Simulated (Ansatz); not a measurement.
Sn:

```
CELL_PARAMETERS angstrom
0.00000 3.23334 3.23334
3.23334 0.00000 3.23334
3.23334 3.23334 0.00000
ATOMIC_POSITIONS crystal
Sn 0.75000 0.75000 0.75000
Sn 0.50000 0.50000 0.50000
```

This isn't the form of Sn at room conditions, which is tetragonal (white tin).

```yaml
Program: Ansatz 0.2.0
Task: relaxation of cell and atoms
Functional: PBEsol
Potentials_or_basis: Ansatz PAW
Cutoff: "420 eV (not typed: the program's choice for these potentials)"
k_mesh: 7 × 7 × 7
Occupations: fermi-dirac, width 0.05 eV
Spin: no spin polarisation
```

At the start: volume 33.80 Å³/atom.

Where does the relaxation end?

It ends after 5 steps and the volume is 34.99 Å³/atom (+3.5 %); space group Fd-3m (No. 227, to 0.05 Å).

Step by step:
| step | energy change (eV) | largest force (eV/Å) | volume (Å³) |
| --- | --- | --- | --- |
| 1 | 0.0000 | 0.0000 | 67.61 |
| 2 | -0.0069 | 0.0000 | 71.38 |
| 3 | -0.0106 | 0.0000 | 70.08 |
| 4 | -0.0106 | 0.0000 | 69.98 |
| 5 | -0.0110 | 0.0000 | 69.98 |

Final structure:
```cif
data_structure
_symmetry_space_group_name_H-M 'P 1'
_symmetry_Int_Tables_number 1
_cell_length_a 4.6255
_cell_length_b 4.6255
_cell_length_c 4.6255
_cell_angle_alpha 60.000
_cell_angle_beta 60.000
_cell_angle_gamma 60.000
_cell_volume 69.98
loop_
_atom_site_label
_atom_site_type_symbol
_atom_site_fract_x
_atom_site_fract_y
_atom_site_fract_z
_atom_site_occupancy
Sn1 Sn 0.75000 0.75000 0.75000 1
Sn2 Sn 0.50000 0.50000 0.50000 1
```

Caveat: the plane-wave basis is chosen anew once the cell has moved, so the energies of steps on either side of that aren't comparable; the PAW data sets come from PBE, with cores solved anew for the run's functional, which leaves a small shift of forces and pressure.
